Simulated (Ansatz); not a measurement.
Level of theory: DFT PBE, scalar-relativistic, plane waves, PAW (Ansatz 0.2.0). Settings: cutoff 420 eV, Γ-centred meshes spaced at most about 0.3 Å⁻¹, and about 0.25 Å⁻¹ or finer for metals (2π included), Gaussian smearing. No spin polarisation.

These are static total energies at zero pressure.

Two relaxed structures of Zn₆O:

A.

Space group I4/mmm (No. 139). a = 6.916 Å, b = 6.916 Å, c = 4.947 Å, α = 90.00°, β = 90.00°, γ = 90.00°
| atom | site | symmetry | x | y | z |
| --- | --- | --- | --- | --- | --- |
| Zn | 4d | -4m2 | 0.0000 | 0.5000 | 0.2500 |
| Zn | 8h | m.2m | 0.7050 | 0.7050 | 0.0000 |
| O | 2b | 4/mmm | 0.0000 | 0.0000 | 0.5000 |

B.

Space group R-3m:H (No. 166). a = 5.245 Å, b = 5.245 Å, c = 12.672 Å, α = 90.00°, β = 90.00°, γ = 120.00°
| atom | site | symmetry | x | y | z |
| --- | --- | --- | --- | --- | --- |
| Zn | 6c | 3m | 0.3333 | 0.6667 | 0.5112 |
| Zn | 9e | .2/m | 0.1667 | 0.3333 | 0.3333 |
| Zn | 3b | -3m | 0.3333 | 0.6667 | 0.1667 |
| O | 3a | -3m | 0.0000 | 0.0000 | 0.0000 |

Problem. Which is lower in energy, and by how much?

Solution. A is lower, by 54 meV/atom. A has space group I4/mmm (No. 139), 16.9 Å³/atom and no gap on its mesh; B has space group R-3m (No. 166), 14.4 Å³/atom and no gap. Counting Zn atoms around O (those within 1.25 times the shortest such distance or 1.15 times the sum of covalent radii, 1.27 where that leaves under three), A has O 4 and B has O 2. The lower one is the more open, so pressure narrows the difference. In A, Zn on a site of symmetry -4m2 is surrounded by 2 Zn at 2.47 Å and 8 Zn at 2.78 Å; around Zn on a site of symmetry m2m lie 1 O at 2.01 Å and 8 Zn at 2.63–2.84 Å; O has 4 Zn at 2.01 Å. In B, Zn on a site of symmetry 3m is surrounded by 1 O at 1.97 Å, 3 Zn at 2.72 Å, 6 Zn at 3.03–3.04 Å and 6 Zn at 3.28 Å; Zn on a site of symmetry 2/m is surrounded by 8 Zn at 2.60–2.72 Å, 2 O at 2.62 Å and 4 Zn at 3.28 Å; O is surrounded by 2 Zn at 1.97 Å and 6 Zn at 2.62 Å; 1 more site not described. Both come from invented guesses. The lowest form computed isn't among them: it has space group P3m1 (No. 156), 14.7 Å³/atom and lies 79 meV/atom below the best shown.

Cells relaxed within their symmetry can be saddle points. Some structure types and database cells were kept out of the candidates from the start, so a known form may be missing.
